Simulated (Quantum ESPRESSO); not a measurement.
AlNi under changes of volume

One of the cells (11.956 Å³/atom); the others are scaled copies at fixed shape and fractional positions:

```
Ni Al
1.0
     2.88100    0.00000    0.00000
     0.00000    2.88100    0.00000
     0.00000    0.00000    2.88100
Ni Al
1 1
Direct
  0.50000 0.50000 0.50000
  0.00000 0.00000 0.00000
```

```yaml
Program: Quantum ESPRESSO 7.5
Functional: LDA
Potentials_or_basis: PseudoDojo 0.4.1 SR LDA standard
Cutoff: 1333 eV
Density_cutoff: 5333 eV
k_mesh: 9 × 9 × 9
Occupations: fermi-dirac, width 0.05 eV
Spin: collinear spin, ferromagnetic start
Starting_moments: "[1.0, 0.0] μB"
```

```csv
volume (Å³/atom),energy over the lowest point (meV/atom),pressure (GPa)
11.239,0.00,1.3
11.478,0.96,-2.5
11.717,7.35,-6.0
11.956,18.60,-9.0
12.196,?,?
12.435,53.65,-14.2
12.674,76.57,-16.4
```

Question: What does the run at 12.196 Å³/atom give?

Answer: Energy over the lowest point 34.19 meV/atom; pressure -11.8 GPa.

Worked out: A Birch-Murnaghan fit of order 3 (a polynomial in V^(-2/3)) to the other rows has its minimum at 11.32 Å³/atom with B0 = V·E''(V) = 185 GPa and B' = 4.3. It gives 34.22 meV/atom at 12.196 Å³/atom, against the run's 34.19, and -dE/dV = -11.8 GPa, against -11.8.

Energies are extrapolated to zero smearing.
